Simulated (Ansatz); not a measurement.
# Co (P6_3/mmc) in Ansatz: further runs

Runs on Co. Level: PBE. Tasks: single point, equation of state.

Program: Ansatz 0.2.0. These are calculated values, not measurements. Logs are shortened: lines on timing, memory, paths and dates and some standing lists are left out, and cuts for length are marked.

### 1 The crystal as given

It takes space group P6_3/mmc (No. 194, hexagonal). The conventional cell has a = 2.471 Å, b = 2.471 Å, c = 8.088 Å, α = 90.00°, β = 90.00°, γ = 120.00°. Co (site symmetry -6m2) has 12 Co at 2.47 Å as nearest neighbours. Co (site symmetry -3m) has 12 Co at 2.47 Å as nearest neighbours.

### 2 Single point, PBE, collinear spin, ferromagnetic start, 10.05 Å³/atom (volume scaled by 0.94)

The input, input.yaml:

```yaml
crystal:
  lattice:
    - [2.4201280013, 0.0, 0.0]
    - [-1.2100640007, 2.0958923296, 0.0]
    - [0.0, 0.0, 7.9231214745]
  atoms:
    - { symbol: Co, position: [0.6666666667, 0.3333333333, 0.75], spin: 2.0 }
    - { symbol: Co, position: [0.0, 0.0, 0.5], spin: 2.0 }
    - { symbol: Co, position: [0.3333333333, 0.6666666667, 0.25], spin: 2.0 }
    - { symbol: Co, position: [0.0, 0.0, 0.0], spin: 2.0 }
hamiltonian:
  xc: pbe
  pseudopotentials: { kind: paw }
magnetization:
  spin_polarized: true
kpoints:
  mp_grid: { grid: [12, 12, 4] }
scf:
  occupations: { method: fermi_dirac, width: 0.05 }
output:
  forces: true
  stress: true
  eigenvalues: true
```

Potentials or basis: Ansatz PAW.

On the command line:

```console
> ansatz run input.yaml --threads 2 --pin off --max-ram 5632MiB --backend cpu --events-out ev --progress --plain --runs-dir out
```

Output:

```text
Warning: RAYON_NUM_THREADS=2 ignored (pool sized by the plan → 2); use --threads N
Engine: ansatz 0.2.0, x86_64-unknown-linux-gnu
Pseudopotentials: kind: paw
Pseudopotential: Co, paw, valence charge 17, recommended cutoff 420 eV (normal), Co.paw.azcp
Functional definition: PBE
  parameter kappa = 0.804
  parameter beta = 0.06672455060314922
  exchange = pbe_x(kappa = kappa, mu = beta*pi^2/3)
  correlation = pbe_c(beta = beta)
Crystal: 4 atoms, lattice volume = 40.189 Å³
Basis set: ecut = 420 eV, 741 PW (Γ), exchange–correlation on 36×36×108 points (8 copies of the dense FFT grid, shifted against one another)
Bands: 46, of which v1, the nominal top of the filled ones, is band 34 counted from 1 (33 counted from 0)
Symmetry: 24 space group operations
Space group: P63/mmc (ITA 194), of the structure as read, at distance tolerance 3.4e-5 Å
Magnetic group: BNS 194.263 (UNI 1493), of the structure as read, at distance tolerance 3.4e-5 Å
k-points: 57 of 576
Non-local potential: Co, projectors of the file, l = 0: 3, l = 1: 2, l = 2: 3, l = 3: 1
PAW form: soft (Blöchl's): semilocal exchange-correlation on the pseudo side does not see the compensation charge
PAW one-centre angular grid: Co, 590 points (default); XC on 64 Gauss nodes
Initial density: superposition of atomic densities (chi_scale 0.1, normalization cell)
Starting moments: Σ|m| = 8 μB on 4 of 4 sites
Initial wavefunctions: pseudopotential atomic-orbital guess
Functional: x = pbe(κ = 0.804, μ = 0.2195149727645171), c = pbe(β = 0.06672455060314922)
SCF iter   1: F=—  HF=-20502.893246 eV  |F-HF|=—  |Δ(HF+E_count)|=         —  Δρ=8.22e-2 (↑7.73e-2 ↓8.22e-2)  dr2=5.64e0  dr2_m=1.07e-1  M=6.712 μB ∫|m|=6.943 μB  β_m=0.30  ethr=3.10e-3  ⟨swp⟩=5.8  Hψ=17600  notcnv=0  defer=11
Mixer restart at iter 1: flushing history
preconditioner: auto → none  [metal: Δε(μ)=0.016 eV  Ē_g=9.722 eV  σ=0.050 eV  W_gap=0.08  n_scr=6 (ndim 8)  ℏωp=35.1 eV  f_vac=0.000  D(μ)=3.74/eV (n_scr^D=52)  sad-step TF]
SCF iter   2: F=—  HF=-20501.164195 eV  |F-HF|=—  |Δ(HF+E_count)|=    1.73e0  Δρ=3.17e-2 (↑1.41e-2 ↓3.17e-2)  dr2=4.06e-1  dr2_m=9.70e-2  M=6.848 μB ∫|m|=7.156 μB  β_m=0.34  ethr=3.10e-3  ⟨swp⟩=2.4  Hψ=8892  notcnv=0  defer=432
SCF iter   3: F=—  HF=-20502.475138 eV  |F-HF|=—  |Δ(HF+E_count)|=    1.31e0  Δρ=1.72e-2 (↑1.72e-2 ↓1.01e-2)  dr2=4.90e-2  dr2_m=3.50e-2  M=6.726 μB ∫|m|=7.112 μB  β_m=0.50  ethr=5.96e-4  ⟨swp⟩=2.1  Hψ=6857  notcnv=0  defer=433
SCF iter   4: F=—  HF=-20503.769239 eV  |F-HF|=—  |Δ(HF+E_count)|=    1.29e0  Δρ=1.54e-2 (↑1.54e-2 ↓1.31e-2)  dr2=1.51e-1  dr2_m=8.16e-3  M=6.577 μB ∫|m|=7.023 μB  β_m=0.75  ethr=7.21e-5  ⟨swp⟩=2.9  Hψ=9385  notcnv=0  defer=434
SCF iter   5: F=—  HF=-20504.349192 eV  |F-HF|=—  |Δ(HF+E_count)|=   5.80e-1  Δρ=1.53e-2 (↑7.28e-3 ↓1.53e-2)  dr2=1.39e-1  dr2_m=8.60e-3  M=6.366 μB ∫|m|=6.879 μB  β_m=0.50  ethr=7.21e-5  ⟨swp⟩=2.6  Hψ=10571  notcnv=0  defer=415
SCF iter   6: F=—  HF=-20504.365415 eV  |F-HF|=—  |Δ(HF+E_count)|=   1.62e-2  Δρ=4.34e-3 (↑2.38e-3 ↓4.34e-3)  dr2=5.16e-3  dr2_m=3.16e-3  M=6.335 μB ∫|m|=6.854 μB  β_m=0.50  ethr=7.21e-5  ⟨swp⟩=2.1  Hψ=8698  notcnv=0  defer=386
SCF iter   7: F=—  HF=-20504.386032 eV  |F-HF|=—  |Δ(HF+E_count)|=   2.06e-2  Δρ=2.88e-3 (↑2.88e-3 ↓1.29e-3)  dr2=5.08e-4  dr2_m=1.41e-3  M=6.290 μB ∫|m|=6.825 μB  β_m=0.75  ethr=7.59e-6  ⟨swp⟩=2.1  Hψ=10003  notcnv=0  defer=386
SCF iter   8: F=—  HF=-20504.387513 eV  |F-HF|=—  |Δ(HF+E_count)|=   1.48e-3  Δρ=9.40e-4 (↑9.40e-4 ↓3.37e-4)  dr2=2.11e-4  dr2_m=7.53e-5  M=6.269 μB ∫|m|=6.813 μB  β_m=0.66  ethr=7.47e-7  ⟨swp⟩=2.0  Hψ=9199  notcnv=0  defer=386
SCF iter   9: F=—  HF=-20504.387442 eV  |F-HF|=—  |Δ(HF+E_count)|=   7.07e-5  Δρ=3.74e-4 (↑2.21e-4 ↓3.74e-4)  dr2=3.20e-5  dr2_m=2.80e-5  M=6.269 μB ∫|m|=6.813 μB  β_m=0.83  ethr=3.11e-7  ⟨swp⟩=2.1  Hψ=8151  notcnv=0  defer=386
SCF iter  10: F=—  HF=-20504.387448 eV  |F-HF|=—  |Δ(HF+E_count)|=   5.25e-6  Δρ=1.42e-4 (↑1.34e-4 ↓1.42e-4)  dr2=1.46e-5  dr2_m=1.56e-6  M=6.268 μB ∫|m|=6.812 μB  β_m=0.80  ethr=4.71e-8  ⟨swp⟩=1.6  Hψ=5875  notcnv=0  defer=386
SCF iter  11: F=—  HF=-20504.387444 eV  |F-HF|=—  |Δ(HF+E_count)|=   3.46e-6  Δρ=8.99e-5 (↑8.07e-5 ↓8.99e-5)  dr2=6.57e-6  dr2_m=1.23e-7  M=6.267 μB ∫|m|=6.811 μB  β_m=0.66  ethr=2.14e-8  ⟨swp⟩=2.2  Hψ=7890  notcnv=0  defer=386
SCF iter  12: F=—  HF=-20504.387445 eV  |F-HF|=—  |Δ(HF+E_count)|=   7.21e-7  Δρ=1.72e-5 (↑1.42e-5 ↓1.72e-5)  dr2=1.84e-7  dr2_m=2.59e-8  M=6.268 μB ∫|m|=6.812 μB  β_m=0.83  ethr=9.66e-9  ⟨swp⟩=2.0  Hψ=6988  notcnv=0  defer=386
SCF iter  13: F=—  HF=-20504.387445 eV  |F-HF|=—  |Δ(HF+E_count)|=   1.43e-8  Δρ=2.60e-6 (↑2.60e-6 ↓1.73e-6)  dr2=5.32e-9  dr2_m=1.43e-10  M=6.268 μB ∫|m|=6.812 μB  β_m=0.80  ethr=2.71e-10  ⟨swp⟩=2.5  Hψ=8365  notcnv=0  defer=386
SCF iter  14: F=-20504.387445 eV  HF=-20504.387445 eV  |F-HF|=1.18e-9  |Δ(HF+E_count)|=  2.62e-10  Δρ=1.60e-6 (↑8.22e-7 ↓1.60e-6)  dr2=1.36e-9  dr2_m=2.07e-10  M=6.268 μB ∫|m|=6.812 μB  ethr=7.83e-12  ⟨swp⟩=6.1  Hψ=18784  notcnv=0
SCF 1 converged in 14 iterations: F = -20504.387445 eV  dr2 = 1.36e-9
SCF converged after 14 iterations
Magnetization: 6.2677 μB (37.1338 up, 30.8662 down)
Absolute magnetization: 6.8146 μB (∫|ρ↑−ρ↓|, with the PAW one-centre terms)
Spin contamination: 0.0890 ħ² per cell (⟨S²⟩ above its minimum at these occupations)
Per-site moments (μB) at R_I (Å): [(1.6419259052932933, 0.9983028005515256), (1.6179600508330212, 0.9983028005515256), (1.6419259052932937, 0.9983028005515256), (1.6179600508330216, 0.9983028005515256)]
Free energy (F): -20504.387445 eV
Harris-Foulkes:  -20504.387445 eV  (|F-HF|=1.18e-9)
Internal energy: -20504.353599 eV  (E = F + TS)
E sigma→0 (E₀):  -20504.370522 eV
Entropy (-TS):   -0.033845 eV (-8.461 meV/atom)
Fermi energy:    20.549258 eV
--- Per-component energies (eV) ---
  E_band       = -861.355749
  E_kinetic    = 1824.859925
  E_local      = -10887.231559  (includes V_loc(G=0)·N_el)
  E_nonlocal   = 1816.133687
  E_hartree    = 4583.610091
  E_xc         = -639.700401
  E_vxc        = -825.772932  (∫ρ·V_xc dr)
  E_paw        = -6061.748172  (= ΣΔE_a)
  E_vpaw       = -1956.562261  (= ΣTr[D̂ρ^β])
  E_aug_tail   = 0.000447  (compensation charges beyond the density's cutoff)
  E_ewald      = -11140.277617
  E_smearing   = -0.033845  (= −TS)
  E_closure    = -0.000000  (closes the sum)
  Σ components = -20504.387445   (vs F -20504.387445, Δ=0.00e0)
--- Forces (eV/Å), atoms counted from 1 ---
  atom   1  Co     0.00000000    -0.00000000     0.00000000
  atom   2  Co     0.00000000     0.00000000     0.00000000
  atom   3  Co    -0.00000000     0.00000000     0.00000000
  atom   4  Co     0.00000000     0.00000000     0.00000000
  max |Σ_I F_I| component: 1.35e-28 eV/Å
--- Stress (GPa, compression-positive) ---
       21.914524       0.000000       0.000000
        0.000000      21.914524       0.000000
        0.000000       0.000000      17.934855
  P = ⅓ Tr σ = 20.5880 GPa (205.880 kbar)
--- Band table (eV; the first three rows and the last of 114) ---
  k-point 0 ↑: bands = ["-75.6259", "-75.6030", "-75.5624", "-75.5394", "-39.0726", "-38.9000", "-38.8208", "-38.6852", "-38.6852", "-38.6641", "-38.6641", "-38.6458", "-38.6458", "-38.6445", "-38.6246", "-38.6246", "10.9938", "13.3096", "13.3322", "14.9276", "17.3270", "17.3624", "17.6393", "17.6393", "17.6852", "17.6852", "17.7037", "17.9574", "17.9574", "18.0408", "18.0408", "18.7326", "18.7326", "19.0946", "19.0946", "19.4415", "19.4415", "19.8795", "19.8795", "20.1115", "27.3294", "35.9384", "35.9482", "42.7996", "43.3698", "44.3855"]
  k-point 1 ↑: bands = ["-75.6234", "-75.6078", "-75.5577", "-75.5420", "-39.0571", "-38.9498", "-38.7704", "-38.6832", "-38.6832", "-38.6693", "-38.6693", "-38.6605", "-38.6406", "-38.6406", "-38.6267", "-38.6267", "11.1585", "12.3957", "14.1888", "14.8917", "17.3890", "17.6155", "17.6563", "17.6694", "17.6694", "17.7164", "17.7164", "17.9111", "17.9111", "17.9864", "17.9864", "18.7952", "18.7952", "19.0423", "19.0423", "19.5237", "19.5237", "19.5274", "19.8264", "19.8264", "28.2263", "33.0023", "39.0006", "42.8943", "43.2731", "44.0829"]
  k-point 2 ↑: bands = ["-75.6165", "-75.6165", "-75.5490", "-75.5490", "-39.0134", "-39.0134", "-38.7056", "-38.7056", "-38.6773", "-38.6773", "-38.6773", "-38.6773", "-38.6325", "-38.6325", "-38.6325", "-38.6325", "11.6404", "11.6404", "14.7093", "14.7093", "17.5323", "17.5323", "17.7348", "17.7348", "17.7348", "17.7348", "17.8884", "17.8884", "17.8884", "17.8884", "18.4221", "18.4221", "18.9247", "18.9247", "18.9247", "18.9247", "19.6873", "19.6873", "19.6873", "19.6873", "30.3354", "30.3354", "41.9474", "41.9474", "43.1436", "43.1436"]
  k-point 56 ↓: bands = ["-73.5278", "-73.5278", "-73.5185", "-73.5185", "-37.0237", "-37.0237", "-36.9955", "-36.9955", "-36.9466", "-36.9466", "-36.9275", "-36.9275", "-36.7956", "-36.7956", "-36.7800", "-36.7800", "17.3037", "17.3037", "17.4672", "17.4672", "17.4707", "17.4707", "17.5504", "17.5504", "18.6468", "18.6468", "18.7324", "18.7324", "20.1797", "20.1797", "20.7785", "20.7785", "21.5666", "21.5666", "21.6872", "21.6872", "26.5910", "26.5910", "27.2039", "27.2039", "27.8718", "27.8718", "30.7578", "30.7578", "32.7035", "32.7035"]
```

Run time: 13 s. Hardware: 2 threads of Intel Xeon Platinum 8488C (Sapphire Rapids), shared host; peak memory 0.55 GiB.

Results:

| Item | Value |
| --- | --- |
| Free energy | -20504.3874 eV |
| Pressure | 20.6 GPa |
| Band gap on the k mesh | none (metal or under the smearing width) |
| Net moment | 6.27 μB per cell |
| Absolute moment | 6.81 μB per cell |
| Site moments | Co +1.64, +1.62 μB |

### 3 Single point, PBE, collinear spin, ferromagnetic start, 10.26 Å³/atom (volume scaled by 0.96)

Changes to input.yaml since step 2:

```diff
@@ -2,5 +2,5 @@
   lattice:
-    - [2.4201280013, 0.0, 0.0]
-    - [-1.2100640007, 2.0958923296, 0.0]
-    - [0.0, 0.0, 7.9231214745]
+    - [2.4371717178, 0.0, 0.0]
+    - [-1.2185858589, 2.110652621, 0.0]
+    - [0.0, 0.0, 7.978919943]
   atoms:
```

Potentials or basis: Ansatz PAW.

On the command line:

```console
> ansatz run input.yaml --threads 2 --pin off --max-ram 5632MiB --backend cpu --events-out ev --progress --plain --runs-dir out
```

It took 11 s on 2 threads of Intel Xeon Platinum 8488C (Sapphire Rapids), shared host; peak memory 0.55 GiB.

The run converged. Its results:

```
Free energy            : -20504.4814 eV
Pressure               : 14.7 GPa
Band gap on the k mesh : none (metal or under the smearing width)
Net moment             : 6.40 μB per cell
Absolute moment        : 6.96 μB per cell
Site moments           : Co +1.68, +1.65 μB
```

### 4 Single point, PBE, collinear spin, ferromagnetic start, 10.47 Å³/atom (volume scaled by 0.98)

Changes to input.yaml since step 3:

```diff
@@ -2,5 +2,5 @@
   lattice:
-    - [2.4371717178, 0.0, 0.0]
-    - [-1.2185858589, 2.110652621, 0.0]
-    - [0.0, 0.0, 7.978919943]
+    - [2.4539803297, 0.0, 0.0]
+    - [-1.2269901649, 2.125209306, 0.0]
+    - [0.0, 0.0, 8.033948716]
   atoms:
```

On the command line:

```console
> ansatz run input.yaml --threads 2 --pin off --max-ram 5632MiB --backend cpu --events-out ev --progress --plain --runs-dir out
```

Run time: 14 s. Hardware: 2 threads of Intel Xeon Platinum 8488C (Sapphire Rapids), shared host; peak memory 0.56 GiB.

Results (log left out):

```
Free energy            : -20504.5458 eV
Pressure               : 9.5 GPa
Band gap on the k mesh : none (metal or under the smearing width)
Net moment             : 6.52 μB per cell
Absolute moment        : 7.10 μB per cell
Site moments           : Co +1.71, +1.69 μB
```

### 5 Single point, PBE, collinear spin, ferromagnetic start, 10.69 Å³/atom

Changes to input.yaml since step 4:

```diff
@@ -2,5 +2,5 @@
   lattice:
-    - [2.4539803297, 0.0, 0.0]
-    - [-1.2269901649, 2.125209306, 0.0]
-    - [0.0, 0.0, 8.033948716]
+    - [2.4705617809, 0.0, 0.0]
+    - [-1.2352808905, 2.1395692639, 0.0]
+    - [0.0, 0.0, 8.0882338]
   atoms:
```

On the command line:

```console
> ansatz run input.yaml --threads 2 --pin off --max-ram 5632MiB --backend cpu --events-out ev --progress --plain --runs-dir out
```

It took 15 s on 2 threads of Intel Xeon Platinum 8488C (Sapphire Rapids), shared host; peak memory 0.56 GiB.

The run converged. Its results:

* Free energy: -20504.5835 eV
* Pressure: 4.7 GPa
* Band gap on the k mesh: none (metal or under the smearing width)
* Net moment: 6.61 μB per cell
* Absolute moment: 7.21 μB per cell
* Site moments: Co +1.73, +1.71 μB

### 6 Single point, PBE, collinear spin, ferromagnetic start, 10.90 Å³/atom (volume scaled by 1.02)

Changes to input.yaml since step 5:

```diff
@@ -2,5 +2,5 @@
   lattice:
-    - [2.4705617809, 0.0, 0.0]
-    - [-1.2352808905, 2.1395692639, 0.0]
-    - [0.0, 0.0, 8.0882338]
+    - [2.486923594, 0.0, 0.0]
+    - [-1.2434617971, 2.1537390097, 0.0]
+    - [0.0, 0.0, 8.1417998233]
   atoms:
```

Potentials or basis: Ansatz PAW.

On the command line:

```console
> ansatz run input.yaml --threads 2 --pin off --max-ram 5632MiB --backend cpu --events-out ev --progress --plain --runs-dir out
```

Wall time 15 s (2 threads of Intel Xeon Platinum 8488C (Sapphire Rapids), shared host); peak memory 0.56 GiB.

The run converged. Its results:

| Item | Value |
| --- | --- |
| Free energy | -20504.5965 eV |
| Pressure | 0.3 GPa |
| Band gap on the k mesh | none (metal or under the smearing width) |
| Net moment | 6.68 μB per cell |
| Absolute moment | 7.29 μB per cell |
| Site moments | Co +1.75, +1.73 μB |

### 7 Single point, PBE, collinear spin, ferromagnetic start, 11.12 Å³/atom (volume scaled by 1.04)

Changes to input.yaml since step 6:

```diff
@@ -2,5 +2,5 @@
   lattice:
-    - [2.486923594, 0.0, 0.0]
-    - [-1.2434617971, 2.1537390097, 0.0]
-    - [0.0, 0.0, 8.1417998233]
+    - [2.503072901, 0.0, 0.0]
+    - [-1.2515364506, 2.1677247198, 0.0]
+    - [0.0, 0.0, 8.1946701348]
   atoms:
```

On the command line:

```console
> ansatz run input.yaml --threads 2 --pin off --max-ram 5632MiB --backend cpu --events-out ev --progress --plain --runs-dir out
```

Wall time 16 s (2 threads of Intel Xeon Platinum 8488C (Sapphire Rapids), shared host); peak memory 0.56 GiB.

It converged, with:

| Quantity | Value |
| --- | --- |
| Free energy | -20504.5874 eV |
| Pressure | -3.6 GPa |
| Band gap on the k mesh | none (metal or under the smearing width) |
| Net moment | 6.74 μB per cell |
| Absolute moment | 7.37 μB per cell |
| Site moments | Co +1.77, +1.75 μB |

### 8 Single point, PBE, collinear spin, ferromagnetic start, 11.33 Å³/atom (volume scaled by 1.06)

Changes to input.yaml since step 7:

```diff
@@ -2,5 +2,5 @@
   lattice:
-    - [2.503072901, 0.0, 0.0]
-    - [-1.2515364506, 2.1677247198, 0.0]
-    - [0.0, 0.0, 8.1946701348]
+    - [2.5190164704, 0.0, 0.0]
+    - [-1.2595082352, 2.1815322559, 0.0]
+    - [0.0, 0.0, 8.2468668932]
   atoms:
```

On the command line:

```console
> ansatz run input.yaml --threads 2 --pin off --max-ram 5632MiB --backend cpu --events-out ev --progress --plain --runs-dir out
```

It took 15 s on 2 threads of Intel Xeon Platinum 8488C (Sapphire Rapids), shared host; peak memory 0.56 GiB.

Results (log left out):

```yaml
Free_energy: -20504.5585 eV
Pressure: -7.1 GPa
Band_gap_on_the_k_mesh: none (metal or under the smearing width)
Net_moment: 6.80 μB per cell
Absolute_moment: 7.45 μB per cell
Site_moments: Co +1.78, +1.77 μB
```

### 9 Equation of state, PBE, collinear spin, ferromagnetic start

Potentials or basis: Ansatz PAW.

No new run: the results of the series are fitted here.

What came out:

| Quantity | Value |
| --- | --- |
| Equilibrium volume | 10.92 Å³/atom |
| Bulk modulus at fixed shape and positions | 210 GPa |
| Pressure derivative of the bulk modulus | 3.9 |

Energy against volume, from the lowest point:
```csv
volume (Å³/atom),energy (meV/atom)
10.047,52.27
10.261,28.79
10.475,12.67
10.688,3.26
10.902,0.00
11.116,2.28
11.330,9.50
```

Caveat: the cell was scaled at fixed shape and fractional positions, which overstates the stiffness of a crystal with free parameters, most of all of layers and chains.
